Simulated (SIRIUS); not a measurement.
# Nb (P-1) in SIRIUS: reference runs

How does Nb come out in PBE? The cell is run as given.

All numbers are computed with SIRIUS 7.10.0; they aren't measurements. Logs are shortened: lines on timing, memory, paths and dates and some standing lists are left out, and cuts for length are marked. The log counts tension as positive stress, the text compression.

## Step 1: The cell of the first run

The typed cell holds 1 atom: a = 2.707 Å, b = 3.357 Å, c = 2.926 Å, α = 126.55°, β = 106.47°, γ = 102.66°.

This isn't the form of Nb at room conditions, which is bcc.

## Step 2: Single point, PBE (cell sheared at random, sigma 0.1, atoms nudged by 0.01 Å)

Input file sirius.json:

```json
{
  "control": {
    "processing_unit": "cpu",
    "verbosity": 2,
    "num_bands_to_print": 13,
    "print_forces": true,
    "print_stress": true
  },
  "parameters": {
    "electronic_structure_method": "pseudopotential",
    "xc_functionals": ["XC_GGA_X_PBE", "XC_GGA_C_PBE"],
    "gk_cutoff": 9.1,
    "pw_cutoff": 18.2,
    "ngridk": [12, 11, 13],
    "shiftk": [0, 0, 0],
    "smearing": "fermi_dirac",
    "smearing_width": 0.0018374661,
    "num_bands": 13,
    "num_mag_dims": 0,
    "num_dft_iter": 100,
    "energy_tol": 1e-08,
    "density_tol": 1e-06
  },
  "iterative_solver": {
    "type": "davidson",
    "min_tolerance": 1e-09,
    "tolerance_scale": [0.1, 0.25]
  },
  "mixer": {
    "type": "anderson",
    "beta": 0.7,
    "max_history": 8
  },
  "settings": {
    "tol_ne": 1e-10,
    "pseudo_grid_cutoff": 6.5
  },
  "unit_cell": {
    "lattice_vectors": [
      [-2.748773643366, 3.025300989943, 3.075154194987],
      [3.05948687253, -3.745109916238, 4.105676350447],
      [2.302252014823, 3.298588287695, -3.794963121282]
    ],
    "atom_coordinate_units": "lattice",
    "atom_types": ["Nb"],
    "atom_files": {
      "Nb": "Nb.json"
    },
    "atoms": {
      "Nb": [
        [0.0, 0.0, 0.0]
      ]
    }
  }
}
```

Potentials or basis: PseudoDojo 0.4.1 PBE standard (scalar relativistic).

Started as:

```sh
$ upf_to_json Nb.upf
$ OMP_NUM_THREADS=1 sirius.scf --input=sirius.json --output=out.json --task=0
```

Output:

```text
[info] SIRIUS version : 7.10.0
[info] number of MPI ranks           : 1
[info] MPI grid                      : 1 1
[info] maximum number of OMP threads : 1
[fft] FFT context for density and potential
[fft] =====================================
[fft]   comm size                             : 1
[fft]   plane wave cutoff                     : 18.2
[fft]   grid size                             : 32 40 36   total : 46080
[fft]   grid limits                           : -15 16   -19 20   -17 18
[fft]   number of G-vectors within the cutoff : 6086
[fft]   local number of G-vectors             : 6086
[fft]   number of G-shells                    : 6086
[fft] FFT context for coarse grid
[fft] =====================================
[fft]   comm size                             : 1
[fft]   plane wave cutoff                     : 18.2
[fft]   grid size                             : 32 40 36   total : 46080
[fft]   grid limits                           : -15 16   -19 20   -17 18
[fft]   number of G-vectors within the cutoff : 6086
[fft]   local number of G-vectors             : 6086
[fft]   number of G-shells                    : 6086
[unit cell] lattice vectors
[unit cell]   a1 :      -2.7487736434      3.0253009899      3.0751541950
[unit cell]   a2 :       3.0594868725     -3.7451099162      4.1056763504
[unit cell]   a3 :       2.3022520148      3.2985882877     -3.7949631213
[unit cell] reciprocal lattice vectors
[unit cell]   b1 :       0.0352284327      1.1081158388      0.9845478172
[unit cell]   b2 :       1.1376631406      0.1763328311      0.8434434188
[unit cell]   b3 :       1.2593559835      1.0887042832      0.0546399883
[unit cell] unit cell volume :       119.43008116 [a.u.^3]
[unit cell] 1/sqrt(omega)    :         0.09150464
[unit cell] MT volume        :         0.00000000 ( 0.00%)
[unit cell] IT volume        :       119.43008116 (100.00%)
[unit cell] number of atom types : 1
[unit cell] type id : 0 symbol : Nb mt_radius :  16.790000 num_atoms : 1
[unit cell] total number of atoms : 1
[unit cell] number of symmetry classes : 1
[unit cell] number of PAW atoms : 0
[unit cell] atom id  type id  class id             position                      vector_field
[unit cell] ------------------------------------------------------------------------------------------
[unit cell]      0        0        0      0.00000   0.00000   0.00000      0.00000   0.00000   0.00000
[unit cell] atom id         position (Cartesian, a.u.)
[unit cell] ---------------------------------------------
[unit cell]      0       0.000000    0.000000    0.000000
[unit cell] class id : 0 atom id : 0
[unit cell] minimum bond length:     4.994175
[unit cell] total number of pseudo wave-functions: 10
[sym] space group number   : 2
[sym] international symbol : P-1
[sym] Hall symbol          : -P 1
[sym] space group transformation matrix :
[sym]   0.0000 -1.0000 -0.0000
[sym]   1.0000 -1.0000  0.0000
[sym]   0.0000 -1.0000  1.0000
[sym] space group origin shift :
[sym]   0.0000  0.0000  0.0000
[sym] number of space group operations  : 2
[sym] number of magnetic group operations : 2
[sym] metric tensor error: 0.0000e+00
[sym] rotation matrix error: 3.3307e-16
[sym] symmetry operations
[... list of symmetry operations ...]
[atom type] label          : Nb
[atom type] --------------------------------------------------------------------------------
[atom type] symbol         : Nb
[atom type] name           :
[atom type] zn             : 13
[atom type] mass           : 0
[atom type] mt_radius      : 16.79
[atom type] num_mt_points  : 1680
[atom type] grid_origin    : 0
[... 140 lines left out ...]
[find] valence_eval_sum               :      -2.24202222
[find] <rho|V^{XC}>                   :      -9.93135240
[find] <rho|E^{XC}>                   :     -13.10151113
[find] <mag|B^{XC}>                   :       0.00000000
[find] <rho|V^{H}>                    :      15.55998895
[find] one-electron contribution      :      -7.87065877 (Ha),     -15.74131753 (Ry)
[find] hartree contribution           :       7.77999447
[find] xc contribution                :     -13.10151113
[find] ewald contribution             :     -49.11875286
[find] PAW contribution               :       0.00000000
[find] smearing (-TS)                 :      -0.00029520
[find] SCF correction                 :       0.03889610
[find] Total energy                   :     -62.27203218 (Ha),    -124.54406437 (Ry)
[find] Free energy (E-TS)             :     -62.27232739 (Ha),    -124.54465477 (Ry)
[find] band gap (eV)                  :       0.00000000
[find] Efermi                         :       0.68533479
[find] iteration : 1, RMS : 2.566448441583e-03, energy difference : -5.763423770780e-03
[find] Hartree energy of density residual : 5.201269208157e-05
[find] | SCF iteration   2 out of 100|
[diagonalize] iterative solver tolerance (occupied, empty): 0.000256645 0.000256645
[diagonalize] average number of iterations: 1.92084
[... levels, occupations and energy terms ...]
[find] Total energy                   :     -62.27220589 (Ha),    -124.54441178 (Ry)
[find] Free energy (E-TS)             :     -62.27249971 (Ha),    -124.54499941 (Ry)
[find] band gap (eV)                  :       0.00000000
[find] Efermi                         :       0.68649674
[find] iteration : 2, RMS : 7.040133161829e-04, energy difference : -1.737070818635e-04
[find] Hartree energy of density residual : 1.900270936122e-07
[find] | SCF iteration   3 out of 100|
[diagonalize] iterative solver tolerance (occupied, empty): 6.41612e-05 6.41612e-05
[diagonalize] average number of iterations: 1.98487
[find] Total energy                   :     -62.27221861 (Ha),    -124.54443723 (Ry)
[find] Free energy (E-TS)             :     -62.27251225 (Ha),    -124.54502450 (Ry)
[find] band gap (eV)                  :       0.00000000
[find] Efermi                         :       0.68597657
[find] iteration : 3, RMS : 6.327982633713e-05, energy difference : -1.272181077638e-05
[find] Hartree energy of density residual : 1.131188473445e-07
[find] | SCF iteration   4 out of 100|
[diagonalize] iterative solver tolerance (occupied, empty): 6.32798e-06 6.32798e-06
[... 38 lines left out ...]
[find] Free energy (E-TS)             :     -62.27251400 (Ha),    -124.54502799 (Ry)
[find] band gap (eV)                  :       0.00000000
[find] Efermi                         :       0.68609682
[find] iteration : 8, RMS : 5.676299282090e-08, energy difference : -9.180567417388e-10
[find] Hartree energy of density residual : 2.567553983030e-13
[find] | SCF iteration   9 out of 100|
[diagonalize] iterative solver tolerance (occupied, empty): 4.66558e-09 4.66558e-09
[diagonalize] average number of iterations: 2.11176
[find] Total energy                   :     -62.27222037 (Ha),    -124.54444074 (Ry)
[find] Free energy (E-TS)             :     -62.27251400 (Ha),    -124.54502799 (Ry)
[find] band gap (eV)                  :       0.00000000
[find] Efermi                         :       0.68609687
[find] iteration : 9, RMS : 1.316216718283e-08, energy difference : -1.276276861972e-10
[find] Hartree energy of density residual : 6.883363495511e-15
[find] bands are converged : true
[find] iterative solver converged : false
[find] +------------------------------+
[find] | SCF iteration  10 out of 100|
[find] +------------------------------+
[diagonalize] iterative solver tolerance (occupied, empty): 1.16639e-09 1.16639e-09
[diagonalize] average number of iterations: 2.39581
[diagonalize] Lowest band energies
[diagonalize] ik:    0   -1.323616   -0.427647   -0.404463   -0.397889    0.460298    0.602601    0.677076    0.746027    0.804163    0.863058    1.126955    1.198794    1.384958
[diagonalize] ik:    1   -1.322535   -0.427109   -0.406061   -0.403967    0.471546    0.610567    0.688727    0.728225    0.798829    0.846717    1.151881    1.230591    1.384938
[diagonalize] ik:    2   -1.319550   -0.425866   -0.420023   -0.410176    0.500560    0.632062    0.691029    0.723936    0.786325    0.812214    1.197815    1.294821    1.340210
[diagonalize] ik:    3   -1.315396   -0.441535   -0.423825   -0.415358    0.532548    0.639781    0.686689    0.766792    0.776985    0.787424    1.186435    1.281662    1.397489
[diagonalize] ik:    4   -1.311148   -0.461616   -0.424349   -0.418221    0.543843    0.636265    0.719516    0.749905    0.779432    0.848699    1.144062    1.221601    1.414853
[diagonalize] ...
[diagonalize] ik:  854   -1.310347   -0.467068   -0.440425   -0.408370    0.541534    0.597756    0.753371    0.780097    0.864490    0.902741    1.069852    1.224387    1.283551
[diagonalize] ik:  855   -1.311664   -0.460668   -0.441336   -0.407488    0.550276    0.601405    0.743058    0.773260    0.867275    0.875036    1.068730    1.241547    1.286976
[diagonalize] ik:  856   -1.312235   -0.453597   -0.439840   -0.414088    0.568397    0.627397    0.686019    0.754942    0.868263    0.883210    1.103189    1.236774    1.297582
[diagonalize] ik:  857   -1.311905   -0.451280   -0.438280   -0.420005    0.574103    0.626841    0.682138    0.750691    0.867220    0.892522    1.115984    1.228075    1.310371
[diagonalize] ik:  858   -1.310753   -0.454951   -0.443960   -0.415787    0.558281    0.589716    0.749569    0.778883    0.859851    0.892481    1.078861    1.250851    1.304478
[find] Charges and magnetic moments
[find] --------------------------------------------------------------------------------
[find] total charge          : 13.000000
[find] Energy
[find] --------------------------------------------------------------------------------
[find] valence_eval_sum               :      -2.20983200
[find] <rho|V^{XC}>                   :      -9.93117331
[find] <rho|E^{XC}>                   :     -13.10244532
[find] <mag|B^{XC}>                   :       0.00000000
[find] <rho|V^{H}>                    :      15.54472797
[find] one-electron contribution      :      -7.82338666 (Ha),     -15.64677331 (Ry)
[find] hartree contribution           :       7.77236398
[find] xc contribution                :     -13.10244532
[find] ewald contribution             :     -49.11875286
[find] PAW contribution               :       0.00000000
[find] smearing (-TS)                 :      -0.00029363
[find] SCF correction                 :       0.00000049
[find] Total energy                   :     -62.27222037 (Ha),    -124.54444074 (Ry)
[find] Free energy (E-TS)             :     -62.27251400 (Ha),    -124.54502799 (Ry)
[find] band gap (eV)                  :       0.00000000
[find] Efermi                         :       0.68609685
[find] iteration : 10, RMS : 1.049090526079e-08, energy difference : -1.040945107889e-11
[find] Hartree energy of density residual : 3.227720678407e-15
[find] bands are converged : true
[find] iterative solver converged : true
[find] converged after 11 SCF iterations!
[find] Charges and magnetic moments
[find] --------------------------------------------------------------------------------
[find] total charge          : 13.000000
[find] Energy
[find] --------------------------------------------------------------------------------
[find] valence_eval_sum               :      -2.20983200
[find] <rho|V^{XC}>                   :      -9.93117331
[find] <rho|E^{XC}>                   :     -13.10244532
[find] <mag|B^{XC}>                   :       0.00000000
[find] <rho|V^{H}>                    :      15.54472797
[find] one-electron contribution      :      -7.82338666 (Ha),     -15.64677331 (Ry)
[find] hartree contribution           :       7.77236398
[find] xc contribution                :     -13.10244532
[find] ewald contribution             :     -49.11875286
[find] PAW contribution               :       0.00000000
[find] smearing (-TS)                 :      -0.00029363
[find] SCF correction                 :       0.00000049
[find] Total energy                   :     -62.27222037 (Ha),    -124.54444074 (Ry)
[find] Free energy (E-TS)             :     -62.27251400 (Ha),    -124.54502799 (Ry)
[find] band gap (eV)                  :       0.00000000
[find] Efermi                         :       0.68609685
[ground_state] === stress tensor components [kbar] ===
[ground_state] === stress_kin ===
[ground_state] -30350.451536   36.578724   62.417651
[ground_state]    36.578724-29918.265676 -232.997671
[ground_state]    62.417651 -232.997671-29950.761857
[ground_state] === stress_har ===
[ground_state] -8170.385404   66.468270 -138.287951
[ground_state]    66.468270-4866.315287-3432.809906
[ground_state]  -138.287951-3432.809906-6110.134931
[ground_state] === stress_ewald ===
[ground_state] 36753.619386  -84.867932 -306.860784
[ground_state]   -84.86793243556.261904-7444.298875
[ground_state]  -306.860784-7444.29887540691.745634
[ground_state] === stress_vloc ===
[ground_state] 20197.193799  -43.474099  396.649205
[ground_state]   -43.474099 9966.83987210908.765955
[ground_state]   396.64920510908.76595514031.601992
[ground_state] === stress_xc ===
[ground_state] -7526.449636   -1.098232    0.637823
[ground_state]    -1.098232-7510.899135  -16.867441
[ground_state]     0.637823  -16.867441-7517.772622
[ground_state] === stress_core ===
[ground_state] 15528.448055   -1.788372   -0.716130
[ground_state]    -1.78837215529.026099   -1.575980
[ground_state]    -0.716130   -1.57598015527.114531
[ground_state] === stress_nonloc ===
[ground_state] -26699.223170   22.534598    2.319884
[ground_state]    22.534598-26780.049255   93.439308
[ground_state]     2.319884   93.439308-26728.086055
[ground_state] === stress_us_nl ===
[ground_state] -26699.223170   22.534598    2.319884
[ground_state]    22.534598-26780.049255   93.439308
[ground_state]     2.319884   93.439308-26728.086055
[ground_state] === stress_total ===
[ground_state]  -267.248507   -5.647043   16.159699
[ground_state]    -5.647043  -23.401478 -126.344610
[ground_state]    16.159699 -126.344610  -56.293307
[ground_state] ==== total Forces in Ha/bohr =====
[ground_state] atom:    0, force:       0.0000000      0.0000000      0.0000000
[... 8 lines left out ...]
[ground_state] ==== Ewald forces from ions =====
[ground_state] atom:    0, force:       0.0000000      0.0000000      0.0000000
[~DFT_ground_state] local op. applied: 277479
[~DFT_ground_state] evp. work count: 86168.3
[~DFT_ground_state] number of iterative solver steps: 23730
```

Run time: 3.6 min. Hardware: 1 thread of Arm Neoverse V2, shared host; peak memory 1.7 GiB.

What came out:

| Quantity | Value |
| --- | --- |
| Free energy | -1694.5214 eV |
| Pressure | 11.6 GPa |
| Band gap on the k mesh | none (metal or under the smearing width) |
